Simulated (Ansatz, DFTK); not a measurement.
**Al2O3: band gap by level of theory**

**What was measured.** The band gap of Al2O3 (Corundum) (R-3c) is reported as 8.7 eV (pmc:5906618, doi:10.1038/s41467-018-03885-7). The runs below try to reproduce it.

```yaml
crystal:
  lattice:
    - [2.38025, 1.37424, 4.33187]
    - [-2.38025, 1.37424, 4.33187]
    - [0.00000, -2.74848, 4.33187]
  atoms:
    - { symbol: Al, position: [0.85216, 0.85216, 0.85216] }
    - { symbol: Al, position: [0.64784, 0.64784, 0.64784] }
    - { symbol: Al, position: [0.14784, 0.14784, 0.14784] }
    - { symbol: Al, position: [0.35216, 0.35216, 0.35216] }
    - { symbol: O, position: [0.05668, 0.75000, 0.44332] }
    - { symbol: O, position: [0.75000, 0.44332, 0.05668] }
    - { symbol: O, position: [0.44332, 0.05668, 0.75000] }
    - { symbol: O, position: [0.94332, 0.25000, 0.55668] }
    - { symbol: O, position: [0.25000, 0.55668, 0.94332] }
    - { symbol: O, position: [0.55668, 0.94332, 0.25000] }
```

| rung | level | program and potentials | cutoff (eV) | k mesh | task | core time | chip | band gap (eV) | miss (eV) | notes |
| --- | --- | --- | --- | --- | --- | --- | --- | --- | --- | --- |
| G0W0 | G0W0 on PBE | Ansatz, Ansatz PAW | 420 | 4 × 4 × 4 | G0W0 quasiparticle levels | 11 s | AMD EPYC 7R13 Zen 3 | 8.67 | -0.03 | bands, basis or mesh of the many-body step not converged; response cutoff 90 eV, bands 164 |
| GGA | PBE | Ansatz, Ansatz PAW polarizable | 420 | 7 × 7 × 7 | band structure | 14 s | Intel Xeon Ice Lake | 6.22 | -2.48 | - |
| GGA | PBEsol | Ansatz, Ansatz PAW | 420 | 7 × 7 × 7 | band structure | 19 s | Intel Xeon | 6.11 | -2.59 | potentials made for PBE, which Ansatz adapts in part |
| GGA | revPBE | Ansatz, Ansatz PAW | 420 | 7 × 7 × 7 | band structure | 20 s | Intel Xeon | 6.29 | -2.41 | potentials made for PBE, which Ansatz adapts in part |
| GGA | RPBE | Ansatz, Ansatz PAW | 420 | 7 × 7 × 7 | band structure | 25 s | Intel Xeon | 6.31 | -2.39 | potentials made for PBE, which Ansatz adapts in part |
| GGA | BLYP | Ansatz, Ansatz PAW | 420 | 7 × 7 × 7 | band structure | 28 s | Intel Xeon | 6.48 | -2.22 | potentials made for PBE, which Ansatz adapts in part |
| GGA | PBE | Ansatz, Ansatz PAW | 420 | 7 × 7 × 7 | band structure | 31 s | Arm Neoverse V1 | 6.22 | -2.48 | - |
| LDA | LDA | Ansatz, Ansatz PAW | 420 | 7 × 7 × 7 | band structure | 32 s | Arm Neoverse V1 | 6.16 | -2.54 | potentials made for PBE, which Ansatz adapts in part |
| hybrid | PBE0 | Ansatz, Ansatz PAW | 420 | 4 × 4 × 4 | band structure | 33 s | AMD EPYC 7R13 Zen 3 | 8.83 | +0.13 | potentials made for PBE, which Ansatz adapts in part |
| hybrid | HSE06 | Ansatz, Ansatz PAW | 420 | 4 × 4 × 4 | band structure | 34 s | AMD EPYC 7R13 Zen 3 | 8.08 | -0.62 | potentials made for PBE, which Ansatz adapts in part |
| meta-GGA | r2SCAN | Ansatz, Ansatz PAW | 500 | 7 × 7 × 7 | band structure | 57 s | Intel Xeon | 7.11 | -1.59 | potentials made for PBE, which Ansatz adapts in part |
| GGA | PBE | DFTK, PseudoDojo SR PBE 0.4.1 standard (PBE) | 1143 | 4 × 4 × 4 | band structure | 5 min | Intel Xeon 6975P-C Granite Rapids | 6.27 | -2.43 | - |

Times are single runs on shared hosts and different chips, so they are rough; meshes, cutoffs and the tasks' sizes weigh on the time. All rows: no spin polarisation. Gaps are the least found on the k mesh or the band path, and a mesh can miss the band edges. The cell comes from a database and isn't always the measured one. Meshes differ between rows, which moves values too. All levels ran on this one cell, unrelaxed unless noted. Meshes are those of the run's cell of 10 atoms unless a note names another. Misses use the values as printed. Runs on faulty files, with rough fits or with known faults for this quantity aren't shown. No row holds spin-orbit coupling.

By rung: LDA 6.16; GGA 6.11 to 6.48; meta-GGA 7.11; hybrid 8.08 to 8.83; G0W0 on coarse settings 8.67 (eV). Measured: 8.7 eV (pmc:5906618, doi:10.1038/s41467-018-03885-7). Closest, coarse meshes and atomic bases left aside, is PBE0 (+0.13 eV), and PBE misses by -2.48 to -2.43 eV on plain settings. LDA and GGA gaps fall short mostly because these functionals lack the derivative discontinuity; the runs are for a static lattice, while measurements hold temperature and zero-point motion.
